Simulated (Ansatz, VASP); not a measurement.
## AgCl: VASP beside Ansatz

```xyz
2
Lattice="3.5060 0.0000 0.0000 0.0000 3.5060 0.0000 0.0000 0.0000 3.5060" Properties=species:S:1:pos:R:3 pbc="T T T"
Ag    0.0000    0.0000    0.0000
Cl    1.7530    1.7530    1.7530
```

Alike in both runs: task single point; functional PBE; k mesh 10 × 10 × 10; occupations gaussian, width 0.05 eV; no spin polarisation.

```csv
,VASP,Ansatz
version,VASP 6.6.1,Ansatz 0.2.0
potentials or method,"VASP PAW PBE potentials, release 64 (Ag, Cl)","scalar-relativistic, plane waves, PAW"
plane-wave cutoff (eV),520,420
valence electrons in the cell,18,26
```

|  | VASP | Ansatz | Ansatz less VASP |
| --- | --- | --- | --- |
| gap on the k mesh at the Fermi level (eV) | 0.57 | 0.57 | +0.001 |
| least direct gap on the mesh (eV) | 1.88 | 1.88 | 0.000 |
| pressure (GPa) | -2.7 | -2.6 | +0.11 |

The two sets of potentials don't hold the same shells in valence.

A k mesh can miss the band edges.
